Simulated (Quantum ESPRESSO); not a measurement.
**Ga under changes of volume**

One of the cells (18.543 Å³/atom); the others are scaled copies at fixed shape and fractional positions:

```
Ga
1.0
     1.38300   -4.02650    0.00000
     1.38300    4.02650    0.00000
    -0.11745    0.00000    3.32993
Ga
2
Direct
  0.13100 0.86900 0.75000
  0.86900 0.13100 0.25000
```

This isn't the form of Ga at room conditions, which is orthorhombic.

| Quantity | Value |
| --- | --- |
| Program | Quantum ESPRESSO 7.5 |
| Functional | r2SCAN |
| Potentials or basis | SG15 PBE 1.2 |
| Cutoff | 1197 eV |
| Density cutoff | 4789 eV |
| k mesh | 4 × 4 × 3 |
| Occupations | fermi-dirac, width 0.05 eV |
| Spin | no spin polarisation |

```tsv
volume (Å³/atom)	energy over the lowest point (meV/atom)	pressure (GPa)	largest force (eV/Å)
17.431	4.67	2.3	0.033
17.801	0.67	0.9	0.061
18.172	0.00	-0.5	0.096
18.543	2.38	-1.6	0.134
18.914	7.41	-2.7	0.170
19.285	14.67	-3.6	0.203
19.656	?	?	?
```

What does the run at 19.656 Å³/atom give?

Energy over the lowest point 23.83 meV/atom; pressure -4.4 GPa; largest force 0.230 eV/Å.

Worked out: A Birch-Murnaghan fit of order 3 (a polynomial in V^(-2/3)) to the other rows has its minimum at 18.06 Å³/atom with B0 = V·E''(V) = 66 GPa and B' = 5.4 at fixed shape and positions, which overstates the stiffness. It gives 23.98 meV/atom at 19.656 Å³/atom, against the run's 23.83, and -dE/dV = -4.4 GPa, against -4.4.

Energies are extrapolated to zero smearing.

Caveats: all runs use coarse meshes; the potentials were made for another functional, which shifts forces and pressure.
